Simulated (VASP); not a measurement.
# BrRb in VASP: reference runs

Reference runs on BrRb: the cell as given.

Program: VASP 6.6.1. These are calculated values, not measurements. Logs are shortened: lines on timing, memory, paths and dates and some standing lists are left out, and cuts for length are marked.

### 1 Starting point

The cell holds a molecule in a box, 2 atoms: a = 9.000 Å, b = 9.000 Å, c = 12.000 Å, α = 90.00°, β = 90.00°, γ = 90.00°.

### 2 Single point, PBE

Input file INCAR:

```
SYSTEM = RbBr
ALGO = Normal
EDIFF = 1E-7
ENCUT = 520
GGA = PE
ISIF = 2
ISMEAR = 0
LASPH = .TRUE.
LCHARG = .FALSE.
LREAL = .FALSE.
LWAVE = .FALSE.
NBANDS = 15
NELM = 100
PREC = Accurate
SIGMA = 0.01
```

Input file KPOINTS:

```
k-points
0
G
  1 1 1
  0 0 0
```

Input file POSCAR:

```
RbBr
1.0
    9.0000000000      0.0000000000      0.0000000000
    0.0000000000      9.0000000000      0.0000000000
    0.0000000000      0.0000000000     12.0000000000
Br Rb
1 1
Direct
    0.5014444400      0.5023333300      0.3801356700
    0.5014444400      0.5023333300      0.6255310000
```

Potentials or basis: VASP PAW PBE potentials, release 64 (Br, Rb_sv).

Launch:

```sh
$ cat potpaw_PBE.64/Br/POTCAR potpaw_PBE.64/Rb_sv/POTCAR > POTCAR
$ mpirun -np 1 vasp_gam > vasp.out
```

OUTCAR:

```text
SYSTEM = RbBr
   EDIFF = 1E-7
   ENCUT = 520
   GGA = PE
   ISIF = 2
   ISMEAR = 0
   LASPH = .TRUE.
   LREAL = .FALSE.
   NELM = 100
   PREC = Accurate

 ion  position               nearest neighbor table
   1  0.501  0.502  0.380-   2 2.94
   2  0.501  0.502  0.626-   1 2.94

  LATTYP: Found a simple tetragonal cell.
 ALAT       =     9.0000000000
 C/A-ratio  =     1.3333333333

  Lattice vectors:

 A1 = (   9.0000000000,   0.0000000000,   0.0000000000)
 A2 = (   0.0000000000,   9.0000000000,   0.0000000000)
 A3 = (   0.0000000000,   0.0000000000,  12.0000000000)

Analysis of symmetry for initial positions (statically):
=====================================================================
 Subroutine PRICEL returns:
 Original cell was already a primitive cell.

 Routine SETGRP: Setting up the symmetry group for a
 simple tetragonal supercell.

 Subroutine GETGRP returns: Found  8 space group operations
 (whereof  1 operations were pure point group operations)
 out of a pool of 16 trial point group operations.

The static configuration has the point symmetry C_1 .
 The point group associated with its full space group is C_4v.

Analysis of symmetry for dynamics (positions and initial velocities):
=====================================================================
 Subroutine PRICEL returns:
 Original cell was already a primitive cell.

 Routine SETGRP: Setting up the symmetry group for a
 simple tetragonal supercell.

 Subroutine GETGRP returns: Found  8 space group operations
 (whereof  1 operations were pure point group operations)
 out of a pool of 16 trial point group operations.

The dynamic configuration has the point symmetry C_1 .
 The point group associated with its full space group is C_4v.

 Subroutine INISYM returns: Found  8 space group operations
 (whereof  1 operations are pure point group operations),
 and found     1 'primitive' translations

----------------------------------------------------------------------------------------

                                     Primitive cell

  volume of cell :     972.0000

  direct lattice vectors                    reciprocal lattice vectors
     9.000000000  0.000000000  0.000000000     0.111111111  0.000000000  0.000000000
     0.000000000  9.000000000  0.000000000     0.000000000  0.111111111  0.000000000
     0.000000000  0.000000000 12.000000000     0.000000000  0.000000000  0.083333333

  length of vectors
     9.000000000  9.000000000 12.000000000     0.111111111  0.111111111  0.083333333

  position of ions in fractional coordinates (direct lattice)
     0.501444440  0.502333330  0.380135670
     0.501444440  0.502333330  0.625531000

  ion indices of the primitive-cell ions
   primitive index   ion index
                 1           1
                 2           2

----------------------------------------------------------------------------------------

 KPOINTS: k-points

Automatic generation of k-mesh.
 Grid dimensions read from file:
 generate k-points for:    1    1    1

 Generating k-lattice:

  Cartesian coordinates                     Fractional coordinates (reciprocal lattice)
     0.111111111  0.000000000  0.000000000     1.000000000  0.000000000  0.000000000
     0.000000000  0.111111111  0.000000000     0.000000000  1.000000000  0.000000000
     0.000000000  0.000000000  0.083333333     0.000000000  0.000000000  1.000000000

  Length of vectors
     0.111111111  0.111111111  0.083333333

  Shift w.r.t. Gamma in fractional coordinates (k-lattice)
     0.000000000  0.000000000  0.000000000

 Subroutine IBZKPT returns following result:
 ===========================================

 Found      1 irreducible k-points:

 Following reciprocal coordinates:
            Coordinates               Weight
  0.000000  0.000000  0.000000      1.000000
   k-points           NKPTS =      1   k-points in BZ     NKDIM =      1   number of bands    NBANDS=     15
   number of dos      NEDOS =    301   number of ions     NIONS =      2
   total plane-waves  NPLWV = 441000
   dimension x,y,z NGX =    70 NGY =   70 NGZ =   90
   dimension x,y,z NGXF=   140 NGYF=  140 NGZF=  180
   ions per type =               1   1
   NGX,Y,Z   is equivalent  to a cutoff of  12.93, 12.93, 12.47 a.u.
   NGXF,Y,Z  is equivalent  to a cutoff of  25.86, 25.86, 24.94 a.u.
 SYSTEM =  RbBr
   PREC   = accura    normal or accurate (medium, high low for compatibility)
   ISTART =      0    job   : 0-new  1-cont  2-samecut
   ICHARG =      2    charge: 1-file 2-atom 10-const
   ISPIN  =      1    spin polarized calculation?
   LNONCOLLINEAR =      F non collinear calculations
   LSORBIT =      F    spin-orbit coupling
   LASPH  =      T    aspherical Exc in radial PAW
   ENCUT  =  520.0 eV  38.22 Ry    6.18 a.u.  16.73 16.73 22.31*2*pi/ulx,y,z
   NELM   =    100;   NELMIN=  2; NELMDL= -5     # of ELM steps
   EDIFF  = 0.1E-06   stopping-criterion for ELM
   LREAL  =      F    real-space projection
   EDIFFG = 0.1E-05   stopping-criterion for IOM
   NSW    =      0    number of steps for IOM
   IBRION =     -1    ionic relax: 0-MD 1-quasi-New 2-CG
   NFREE  =      0    steps in history (QN), initial steepest desc. (CG)
   ISIF   =      2    stress and relaxation
   ISYM   =      2    0-nonsym 1-usesym 2-fastsym
   POTIM  = 0.5000    time-step for ionic-motion
   TEBEG  =    0.0;   TEEND  =   0.0 temperature during run
   PSTRESS=    0.0 pullay stress
   NELECT =      16.0000    total number of electrons
   NUPDOWN=      -1.0000    fix difference up-down
   EMIN   =  10.00;   EMAX   =-10.00  energy-range for DOS
   EFERMI =   0.00;   METHOD = LEGACY
   ISMEAR =     0;   SIGMA  =   0.01  broadening in eV -4-tet -1-fermi 0-gaus
   EFERMI_NEDOS =   21; number of points for ismear=-14 and -15
   IALGO  =     38    algorithm
   IMIX   =      4    mixing-type and parameters
     AMIX     =   0.40;   BMIX     =  1.00
     AMIX_MAG =   1.60;   BMIX_MAG =  1.00
  volume/ion in A,a.u.               =     486.00      3279.69
  Fermi-wavevector in a.u.,A,eV,Ry     =   0.416447  0.786970  2.359629  0.173428
  Thomas-Fermi vector in A             =   1.376048
   LORBIT       =      0    0 simple, 1 ext, 2 COOP (PROOUT), +10 PAW based schemes
   GGA     = PE    functional components
   LHFCALC =     F    Hartree Fock is set to
   AEXX    =    0.0000 exact exchange contribution
   IVDW    =     0    specifies the selected vdW correction
   LEPSILON=     F    determine dielectric tensor
   LRPA    =     F    only Hartree local field effects (RPA)
 non-spin polarized calculation
 Gauss-broadening in eV      SIGMA  =   0.01
  energy-cutoff  :      520.00
  volume of cell :      972.00
 maximum number of plane-waves:     13093
 NGX is ok and might be reduce to    70
   NGX = 33   NGY = 33   NGZ = 45

 number of electron      16.0000001 magnetization

 Free energy of the ion-electron system (eV)
  ---------------------------------------------------
  ext. energy  EPLUGINS =         0.00000000
  ---------------------------------------------------
  free energy    TOTEN  =        -4.35126055 eV

  energy without entropy =       -4.35126055  energy(sigma->0) =       -4.35126055

 E-fermi :  -4.1758     XC(G=0):  -1.3064

 val. band max:       -4.3028025171   @ k =   0.0000   0.0000   0.0000
 cond. band min:      -1.5493528541   @ k =   0.0000   0.0000   0.0000
 fundamental gap:      2.7534496630
 Fermi energy:        -4.1757566809

 k-point     1 :       0.0000    0.0000    0.0000
  band No.  band energies     occupation
      1     -31.6299      2.00000
      2     -16.4503      2.00000
      3     -15.7762      2.00000
      4     -15.7762      2.00000
      5     -15.2974      2.00000
      6      -4.5353      2.00000
      7      -4.3028      2.00000
      8      -4.3028      2.00000
      9      -1.5494      0.00000
     10       0.1878      0.00000
     11       0.4473      0.00000
     12       0.4473      0.00000
     13       0.5457      0.00000
     14       0.6407      0.00000
     15       1.1218      0.00000

------------------------ aborting loop because EDIFF is reached ----------------------------------------

  FORCE on cell =-STRESS in cart. coord.  units (eV):
  Direction    XX          YY          ZZ          XY          YZ          ZX
  --------------------------------------------------------------------------------------
  -------------------------------------------------------------------------------------
  Total        0.2029040      0.2029040     -0.2580449      0.0000000      0.0000000      0.0000000
  in kB        0.3344529      0.3344529     -0.4253433      0.0000000      0.0000000      0.0000000
  external PRESSURE =       0.0811875 kB  Pullay stress =       0.0000000 kB

 VOLUME and BASIS-vectors are now :
 -----------------------------------------------------------------------------
  energy-cutoff  :      520.00
  volume of cell :      972.00
      direct lattice vectors                 reciprocal lattice vectors
     9.000000000  0.000000000  0.000000000     0.111111111  0.000000000  0.000000000
     0.000000000  9.000000000  0.000000000     0.000000000  0.111111111  0.000000000
     0.000000000  0.000000000 12.000000000     0.000000000  0.000000000  0.083333333

 POSITION                                       TOTAL-FORCE (eV/Angst)
 -----------------------------------------------------------------------------------
      4.51300      4.52100      4.56163         0.000000     -0.000000     -0.070260
      4.51300      4.52100      7.50637         0.000000      0.000000      0.070260
 -----------------------------------------------------------------------------------
    total drift:                                0.000002      0.000004      0.000085

  FREE ENERGIE OF THE ION-ELECTRON SYSTEM (eV)
  ---------------------------------------------------
  free  energy   TOTEN  =        -4.3512605539 eV

  energy  without entropy=       -4.3512605539  energy(sigma->0) =       -4.35126055
```

Wall time 43 s (1 thread of Intel Xeon 6975P-C (Granite Rapids), shared host); peak memory 0.78 GiB.

Results:

- Free energy: -4.3513 eV
- Largest force: 0.070 eV/Å
- Gap between the frontier levels: 2.75 eV

Forces in eV/Å, atoms in the order of the input:
```
Br   0.000  0.000 -0.070
Rb   0.000  0.000  0.070
```

Levels at points of the mesh, in eV from the valence-band top:
```csv
k point,band 4,band 5,band 6,band 7,band 8,band 9,band 10,band 11,band 12,band 13
"(0.00, 0.00, 0.00)",-11.47,-10.99,-0.23,0.00,0.00,2.75,4.49,4.75,4.75,4.85
```

PBE gaps usually lie below the measured ones, often by a third to a half.
